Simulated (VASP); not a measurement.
Write the native input for VASP 6.6.1 that does the following.

| Item | Value |
| --- | --- |
| Task | work function |
| Functional | LDA |
| Potentials or basis | VASP PAW LDA potentials, release 64 (Al, P) |
| Cutoff | 300 eV |
| k mesh | 4 × 4 × 1 |
| Occupations | gaussian, width 0.05 eV |
| Spin | no spin polarisation |
| Vacuum (Å) | 10 |
| Dipole correction | yes |
| Further INCAR settings | ALGO = Normal; EDIFF = 1e-06 |

The structure of AlP lies in POSCAR:

```
AlP
1.0
    5.4510000000      0.0000000000      0.0000000000
    0.0000000000      3.8544390640      0.0000000000
    0.0000000000      0.0000000000     13.8544390657
Al P
3 3
Direct
    0.5000000000      0.5000000000      0.3608951598
    0.0000000000      0.0000000000      0.5000000000
    0.5000000000      0.5000000000      0.6391048402
    0.7500000000      0.0000000000      0.3608951598
    0.2500000000      0.5000000000      0.5000000000
    0.7500000000      0.0000000000      0.6391048402
```

These files were run (other wordings do the same):

INCAR

```
SYSTEM = AlP
PREC = Accurate
ENCUT = 300
EDIFF = 1E-6
ISMEAR = 0
SIGMA = 0.05
LREAL = .FALSE.
LASPH = .TRUE.
NELM = 100
ALGO = Normal
ISIF = 2
LWAVE = .FALSE.
LCHARG = .TRUE.
LDIPOL = .TRUE.
IDIPOL = 3
DIPOL = 0.5 0.5 0.500
LVHAR = .TRUE.
LVACPOTAV = .TRUE.
KPAR = 2
```

KPOINTS

```
Automatic mesh
0
G
  4 4 1
  0 0 0
```

Potentials or basis: VASP PAW LDA potentials, release 64 (Al, P).

Launch:

```console
$ cat potpaw_LDA.64/Al/POTCAR potpaw_LDA.64/P/POTCAR > POTCAR
$ mpirun -np 2 vasp_std > vasp.out
```

Results of the run:

* Largest force: 1.967 eV/Å
* Band gap on the k mesh: 0.04 eV, indirect (least direct gap 0.07 eV)
* Ionisation potential of the upper face: 4.82 eV

Run time: 15 s on 2 MPI ranks on Intel(R) Xeon(R) Platinum 8259CL CPU @ 2.50GHz (Skylake/Cascade Lake) (shared host), peak memory 0.17 GiB a rank.
